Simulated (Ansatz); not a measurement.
Crystal: Re.

```
Re
1.0
     2.76080    0.00000    0.00000
    -1.38040    2.39092    0.00000
     0.00000    0.00000    4.45820
Re
2
Direct
  0.66667 0.33333 0.75000
  0.33333 0.66667 0.25000
```

```yaml
Program: Ansatz 0.2.0
Task: relaxation of cell and atoms
Functional: HSEsol
Potentials_or_basis: Ansatz PAW
Cutoff: "420 eV (not typed: the program's choice for these potentials)"
k_mesh: 6 × 6 × 3
Occupations: fermi-dirac, width 0.05 eV
Spin: no spin polarisation
```

At the start: volume 14.71 Å³/atom.

Q: Where does the relaxation end?

A: It ends after 6 steps and the volume is 14.34 Å³/atom (-2.6 %); space group P6_3/mmc (No. 194, to 0.05 Å).

Step by step:
| step | energy change (eV) | largest force (eV/Å) | volume (Å³) |
| --- | --- | --- | --- |
| 1 | 0.0000 | 0.0000 | 29.43 |
| 2 | -0.0420 | 0.0000 | 28.71 |
| 3 | -0.0470 | 0.0000 | 28.66 |
| 4 | -0.0470 | 0.0000 | 28.67 |
| 5 | -0.0470 | 0.0000 | 28.68 |
| 6 | -0.0460 | 0.0000 | 28.68 |

Final structure:
```
CELL_PARAMETERS angstrom
2.76034 0.00000 0.00000
-1.38017 2.39052 0.00000
0.00000 0.00000 4.34580
ATOMIC_POSITIONS crystal
Re 0.66667 0.33333 0.75000
Re 0.33333 0.66667 0.25000
```

Caveat: the k mesh is coarse (spacing up to 0.47 Å⁻¹), so the values aren't converged, least of all with exact exchange; the plane-wave basis is chosen anew once the cell has moved, so the energies of steps on either side of that aren't comparable; the PAW data sets come from PBE, with cores solved anew for the run's functional, which leaves a small shift of forces and pressure.
